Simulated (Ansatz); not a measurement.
# HfO2 (Pca2_1) in Ansatz: further runs

One crystal, HfO2, is run at these levels: PBE; tasks: single point.

Everything below comes from runs of Ansatz 0.2.0. Logs are shortened: lines on timing, memory, paths and dates and some standing lists are left out, and cuts for length are marked.

## Step 1: The crystal as given

The structure is orthorhombic, space group Pca2_1 (No. 29). Conventional cell: a = 5.219 Å, b = 5.005 Å, c = 5.033 Å, α = 90.00°, β = 90.00°, γ = 90.00°. Around Hf (site symmetry 1) lie 7 O at 2.02 to 2.23 Å. Around O (site symmetry 1) lie 3 Hf at 2.02 to 2.13 Å. O (site symmetry 1) is surrounded by 4 Hf at 2.11 to 2.23 Å.

Measurements of this composition are mostly on another form, of space group No. 14.

## Step 2: Single point, PBE, 10.30 Å³/atom (volume scaled by 0.94)

input.yaml reads:

```yaml
crystal:
  lattice:
    - [5.1129138024, 0.0, 0.0]
    - [0.0, 4.9025969881, 0.0]
    - [0.0, 0.0, 4.9299483645]
  atoms:
    - { symbol: Hf, position: [0.966994, 0.73252082, 0.74144035] }
    - { symbol: Hf, position: [0.533006, 0.73252082, 0.24144035] }
    - { symbol: Hf, position: [0.466994, 0.26747918, 0.74144035] }
    - { symbol: Hf, position: [0.033006, 0.26747918, 0.24144035] }
    - { symbol: O, position: [0.63212745, 0.9286454, 0.87926726] }
    - { symbol: O, position: [0.86787255, 0.9286454, 0.37926726] }
    - { symbol: O, position: [0.23394852, 0.53988305, 0.49229239] }
    - { symbol: O, position: [0.26605148, 0.53988305, 0.99229239] }
    - { symbol: O, position: [0.76605148, 0.46011695, 0.99229239] }
    - { symbol: O, position: [0.73394852, 0.46011695, 0.49229239] }
    - { symbol: O, position: [0.13212745, 0.0713546, 0.87926726] }
    - { symbol: O, position: [0.36787255, 0.0713546, 0.37926726] }
kpoints:
  mp_grid: { grid: [5, 6, 5] }
scf:
  occupations: { method: fermi_dirac, width: 0.05 }
hamiltonian:
  xc: pbe
  pseudopotentials: { kind: all_electron, lapw: { basis_error: 0.001 } }
output:
  forces: true
  stress: true
  eigenvalues: true
```

Potentials or basis: all-electron LAPW, scalar-relativistic.

Command:

```
$ ansatz run input.yaml --threads 8 --pin off --max-ram 20480MiB --backend cpu --events-out ev --progress --plain --runs-dir out
```

The program printed:

```text
Warning: RAYON_NUM_THREADS=8 ignored (pool sized by the plan → 8); use --threads N
LAPW: plane waves up to 11.185 Å⁻¹, error target 1.0e-3 eV per atom; small_component_spin mean_spin; O in spheres of 0.840 Å, 8 of its electrons in bands, Dirac shells []; Hf in spheres of 1.143 Å, 44 of its electrons in bands, Dirac shells [] (how accurate: hamiltonian.pseudopotentials.lapw.basis_error, Limitations)
[... 75 lines left out ...]
  k-point 1: bands = ["-487.8701", "-487.8701", "-487.8701", "-487.8701", "-487.1202", "-487.1202", "-487.1202", "-487.1202", "-486.7145", "-486.7145", "-486.7145", "-486.7145", "-354.6066", "-354.6066", "-354.6066", "-354.6066", "-354.5980", "-354.5980", "-354.5980", "-354.5980", "-354.5951", "-354.5951", "-354.5951", "-354.5951", "-182.4909", "-182.4909", "-182.4909", "-182.4909", "-182.4838", "-182.4838", "-182.4838", "-182.4838", "-182.4803", "-182.4803", "-182.4803", "-182.4803", "-182.4719", "-182.4719", "-182.4719", "-182.4719", "-182.4614", "-182.4614", "-182.4614", "-182.4614", "-43.2221", "-43.1956", "-43.1954", "-43.1952", "-12.4917", "-12.4872", "-12.4838", "-12.1963", "-12.0903", "-12.0724", "-12.0702", "-12.0305", "-11.9844", "-11.9076", "-11.8978", "-11.8751", "-1.6486", "-0.2686", "-0.1056", "-0.0877", "0.4690", "0.6746", "0.7093", "0.8402", "6.9044", "6.9166", "6.9216", "6.9241", "6.9265", "6.9337", "6.9364", "6.9412", "6.9415", "6.9466", "6.9492", "6.9501", "6.9542", "6.9548", "6.9599", "6.9613", "6.9649", "6.9730", "6.9737", "6.9805", "6.9846", "6.9875", "6.9891", "6.9905", "7.0087", "7.0316", "7.0316", "7.0986", "10.9544", "10.9947", "11.2821", "11.8044", "12.0403", "12.3868", "13.0888", "13.1797", "13.4871", "13.6480", "13.8017", "14.4139", "14.4241", "14.5445", "14.6927", "15.2460", "15.2756", "15.4707", "15.6734", "15.6924", "15.8029", "16.5346", "16.6215", "16.6475", "21.8469", "22.2579", "22.2967", "22.8046", "22.9862", "23.1832", "23.2350", "23.3910", "24.0228", "24.3706", "24.7719", "24.8649", "24.9298", "25.1624", "25.7908", "26.1465", "26.5907", "27.3257", "27.7875", "27.9117", "28.0547", "29.2657", "29.7103", "30.8933"]
  k-point 2: bands = ["-487.8701", "-487.8701", "-487.8701", "-487.8701", "-487.1202", "-487.1202", "-487.1202", "-487.1202", "-486.7145", "-486.7145", "-486.7145", "-486.7145", "-354.6066", "-354.6066", "-354.6066", "-354.6066", "-354.5980", "-354.5980", "-354.5980", "-354.5980", "-354.5951", "-354.5951", "-354.5951", "-354.5951", "-182.4909", "-182.4909", "-182.4909", "-182.4909", "-182.4838", "-182.4838", "-182.4838", "-182.4838", "-182.4803", "-182.4803", "-182.4803", "-182.4803", "-182.4719", "-182.4719", "-182.4719", "-182.4719", "-182.4614", "-182.4614", "-182.4614", "-182.4614", "-43.2140", "-43.2038", "-43.1953", "-43.1952", "-12.4138", "-12.3840", "-12.3688", "-12.3074", "-12.1839", "-12.1226", "-12.0522", "-12.0515", "-11.9606", "-11.9437", "-11.9321", "-11.9102", "-1.1090", "-0.4536", "-0.2041", "-0.1429", "0.4475", "0.6527", "0.6911", "0.7020", "6.9033", "6.9076", "6.9229", "6.9233", "6.9257", "6.9273", "6.9312", "6.9362", "6.9488", "6.9500", "6.9516", "6.9544", "6.9555", "6.9610", "6.9632", "6.9634", "6.9692", "6.9695", "6.9731", "6.9741", "6.9839", "6.9840", "6.9934", "6.9937", "7.0144", "7.0243", "7.0383", "7.0649", "11.0889", "11.4283", "11.8661", "12.1199", "12.4495", "12.5984", "12.6520", "12.7009", "12.9723", "13.6584", "13.7295", "13.9516", "14.3641", "14.6019", "14.7538", "14.7710", "14.7817", "15.2649", "15.7879", "15.8297", "16.2778", "16.4836", "16.4894", "16.5080", "21.6359", "21.8342", "22.3153", "22.5064", "23.2609", "23.3082", "23.3210", "23.4370", "24.7538", "24.7857", "24.8137", "24.8986", "25.2490", "25.3424", "25.9239", "26.5328", "26.6279", "27.2717", "27.5740", "27.6036", "27.7474", "27.8772", "29.8559", "30.3875"]
  k-point 35: bands = ["-487.8701", "-487.8701", "-487.8701", "-487.8701", "-487.1202", "-487.1202", "-487.1202", "-487.1202", "-486.7145", "-486.7145", "-486.7145", "-486.7145", "-354.6066", "-354.6066", "-354.6066", "-354.6066", "-354.5980", "-354.5980", "-354.5980", "-354.5980", "-354.5951", "-354.5951", "-354.5951", "-354.5951", "-182.4909", "-182.4909", "-182.4909", "-182.4909", "-182.4838", "-182.4838", "-182.4838", "-182.4838", "-182.4803", "-182.4803", "-182.4803", "-182.4803", "-182.4719", "-182.4719", "-182.4719", "-182.4719", "-182.4614", "-182.4614", "-182.4614", "-182.4614", "-43.2055", "-43.2030", "-43.2003", "-43.1994", "-12.5203", "-12.5106", "-12.4830", "-12.4736", "-12.0120", "-11.9933", "-11.9707", "-11.9620", "-11.9335", "-11.9325", "-11.9158", "-11.9031", "-0.7273", "-0.5970", "-0.5091", "-0.4927", "0.6491", "0.7059", "0.7274", "0.7975", "6.9147", "6.9168", "6.9193", "6.9200", "6.9285", "6.9297", "6.9342", "6.9352", "6.9411", "6.9455", "6.9492", "6.9508", "6.9595", "6.9598", "6.9652", "6.9670", "6.9719", "6.9746", "6.9747", "6.9775", "6.9870", "6.9898", "6.9900", "6.9916", "7.0123", "7.0140", "7.0182", "7.0237", "11.8341", "12.0527", "12.1629", "12.2623", "12.4122", "12.4559", "12.5491", "12.7960", "13.5084", "13.6185", "13.8723", "13.9320", "14.4183", "14.4530", "14.5735", "14.8099", "15.1114", "15.2010", "15.2415", "15.4398", "15.6627", "15.8868", "15.9668", "16.1223", "21.4671", "21.6602", "21.7771", "22.0458", "22.8473", "22.9609", "23.2513", "23.3665", "24.0676", "24.3998", "24.4121", "24.7563", "25.9422", "26.1696", "26.2388", "26.5474", "27.5261", "27.8061", "27.9011", "28.0814", "28.6163", "28.7119", "29.2213", "29.2747"]
```

Run time: 3.3 min. Hardware: 8 threads of Arm Neoverse V2, shared host; peak memory 3.3 GiB.

What came out:

```yaml
Free_energy: -1657408.3831 eV
Pressure: 29.5 GPa
Largest_force: 0.373 eV/Å
Band_gap_on_the_k_mesh: 4.69 eV, indirect (least direct gap 4.88 eV)
```

Caveat: spin-orbit coupling is left out, which moves the levels of the heavy elements; an odd mesh through Γ misses points on the zone boundary, where band edges often lie.

## Step 3: Single point, PBE, 10.52 Å³/atom (volume scaled by 0.96)

input.yaml, as its differences from that of step 2:

```diff
@@ -2,5 +2,5 @@
   lattice:
-    - [5.1129138024, 0.0, 0.0]
-    - [0.0, 4.9025969881, 0.0]
-    - [0.0, 0.0, 4.9299483645]
+    - [5.148921424, 0.0, 0.0]
+    - [0.0, 4.9371234566, 0.0]
+    - [0.0, 0.0, 4.9646674546]
   atoms:
```

Potentials or basis: all-electron LAPW, scalar-relativistic.

Command:

```
$ ansatz run input.yaml --threads 8 --pin off --max-ram 20480MiB --backend cpu --events-out ev --progress --plain --runs-dir out
```

Run time: 3.1 min. Hardware: 8 threads of Arm Neoverse V2, shared host; peak memory 3.3 GiB.

Results (log left out):

* Free energy: -1657408.8067 eV
* Pressure: 22.2 GPa
* Largest force: 0.279 eV/Å
* Band gap on the k mesh: 4.62 eV, indirect (least direct gap 4.81 eV)

Caveat: spin-orbit coupling is left out, which moves the levels of the heavy elements; an odd mesh through Γ misses points on the zone boundary, where band edges often lie.

## Step 4: Single point, PBE, 10.74 Å³/atom (volume scaled by 0.98)

input.yaml, as its differences from that of step 3:

```diff
@@ -2,5 +2,5 @@
   lattice:
-    - [5.148921424, 0.0, 0.0]
-    - [0.0, 4.9371234566, 0.0]
-    - [0.0, 0.0, 4.9646674546]
+    - [5.1844323491, 0.0, 0.0]
+    - [0.0, 4.9711736599, 0.0]
+    - [0.0, 0.0, 4.9989076225]
   atoms:
```

Command:

```
$ ansatz run input.yaml --threads 8 --pin off --max-ram 20480MiB --backend cpu --events-out ev --progress --plain --runs-dir out
```

Run time: 3.1 min. Hardware: 8 threads of Arm Neoverse V2, shared host; peak memory 3.2 GiB.

The run converged. Its results:

- Free energy: -1657409.1170 eV
- Pressure: 15.7 GPa
- Largest force: 0.194 eV/Å
- Band gap on the k mesh: 4.55 eV, indirect (least direct gap 4.74 eV)

Caveat: spin-orbit coupling is left out, which moves the levels of the heavy elements; an odd mesh through Γ misses points on the zone boundary, where band edges often lie.

## Step 5: Single point, PBE, 10.96 Å³/atom

input.yaml, as its differences from that of step 4:

```diff
@@ -2,5 +2,5 @@
   lattice:
-    - [5.1844323491, 0.0, 0.0]
-    - [0.0, 4.9711736599, 0.0]
-    - [0.0, 0.0, 4.9989076225]
+    - [5.21946336, 0.0, 0.0]
+    - [0.0, 5.00476369, 0.0]
+    - [0.0, 0.0, 5.03268505]
   atoms:
```

Command:

```
$ ansatz run input.yaml --threads 8 --pin off --max-ram 20480MiB --backend cpu --events-out ev --progress --plain --runs-dir out
```

Run time: 3 min. Hardware: 8 threads of Arm Neoverse V2, shared host; peak memory 3.2 GiB.

The run converged. Its results:

```
Free energy            : -1657409.3254 eV
Pressure               : 9.8 GPa
Largest force          : 0.117 eV/Å
Band gap on the k mesh : 4.48 eV, indirect (least direct gap 4.68 eV)
```

Caveat: spin-orbit coupling is left out, which moves the levels of the heavy elements; an odd mesh through Γ misses points on the zone boundary, where band edges often lie.

## Step 6: Single point, PBE, 11.17 Å³/atom (volume scaled by 1.02)

input.yaml, as its differences from that of step 5:

```diff
@@ -2,5 +2,5 @@
   lattice:
-    - [5.21946336, 0.0, 0.0]
-    - [0.0, 5.00476369, 0.0]
-    - [0.0, 0.0, 5.03268505]
+    - [5.2540303499, 0.0, 0.0]
+    - [0.0, 5.0379087863, 0.0]
+    - [0.0, 0.0, 5.0660150614]
   atoms:
```

Potentials or basis: all-electron LAPW, scalar-relativistic.

Command:

```
$ ansatz run input.yaml --threads 8 --pin off --max-ram 20480MiB --backend cpu --events-out ev --progress --plain --runs-dir out
```

It took 3 min on 8 threads of Arm Neoverse V2, shared host; peak memory 3.2 GiB.

It converged, with:

| Item | Value |
| --- | --- |
| Free energy | -1657409.4411 eV |
| Pressure | 4.4 GPa |
| Largest force | 0.066 eV/Å |
| Band gap on the k mesh | 4.41 eV, indirect (least direct gap 4.61 eV) |

Caveat: spin-orbit coupling is left out, which moves the levels of the heavy elements; an odd mesh through Γ misses points on the zone boundary, where band edges often lie.

## Step 7: Single point, PBE, 11.39 Å³/atom (volume scaled by 1.04)

input.yaml, as its differences from that of step 6:

```diff
@@ -2,5 +2,5 @@
   lattice:
-    - [5.2540303499, 0.0, 0.0]
-    - [0.0, 5.0379087863, 0.0]
-    - [0.0, 0.0, 5.0660150614]
+    - [5.2881483861, 0.0, 0.0]
+    - [0.0, 5.0706233964, 0.0]
+    - [0.0, 0.0, 5.0989121849]
   atoms:
```

Command:

```
$ ansatz run input.yaml --threads 8 --pin off --max-ram 20480MiB --backend cpu --events-out ev --progress --plain --runs-dir out
```

Wall time 3 min (8 threads of Arm Neoverse V2, shared host); peak memory 3.1 GiB.

Results (log left out):

| Item | Value |
| --- | --- |
| Free energy | -1657409.4733 eV |
| Pressure | -0.4 GPa |
| Largest force | 0.092 eV/Å |
| Band gap on the k mesh | 4.34 eV, indirect (least direct gap 4.54 eV) |

Caveat: spin-orbit coupling is left out, which moves the levels of the heavy elements; an odd mesh through Γ misses points on the zone boundary, where band edges often lie.

## Step 8: Single point, PBE, 11.61 Å³/atom (volume scaled by 1.06)

input.yaml, as its differences from that of step 7:

```diff
@@ -2,5 +2,5 @@
   lattice:
-    - [5.2881483861, 0.0, 0.0]
-    - [0.0, 5.0706233964, 0.0]
-    - [0.0, 0.0, 5.0989121849]
+    - [5.321831768, 0.0, 0.0]
+    - [0.0, 5.1029212315, 0.0]
+    - [0.0, 0.0, 5.1313902082]
   atoms:
```

Command:

```
$ ansatz run input.yaml --threads 8 --pin off --max-ram 20480MiB --backend cpu --events-out ev --progress --plain --runs-dir out
```

Run time: 3.2 min. Hardware: 8 threads of Arm Neoverse V2, shared host; peak memory 3.1 GiB.

The run converged. Its results:

| Item | Value |
| --- | --- |
| Free energy | -1657409.4300 eV |
| Pressure | -4.8 GPa |
| Largest force | 0.148 eV/Å |
| Band gap on the k mesh | 4.28 eV, indirect (least direct gap 4.48 eV) |

Caveat: spin-orbit coupling is left out, which moves the levels of the heavy elements; an odd mesh through Γ misses points on the zone boundary, where band edges often lie.

## Step 9: For comparison

An earlier run on the cell as given: functional PBE; potentials or basis all-electron LAPW, scalar-relativistic; cutoff 455 eV (chosen from the basis error); basis error allowed 0.001 eV/atom; k mesh 5 × 6 × 5; occupations fermi-dirac, width 0.05 eV; no spin polarisation.

- Pressure: 9.8 GPa
- Largest force: 0.117 eV/Å
- Band gap on the k mesh: 4.48 eV, indirect (least direct gap 4.68 eV)
- Loewdin charges: Hf +1.41; O -0.66 e
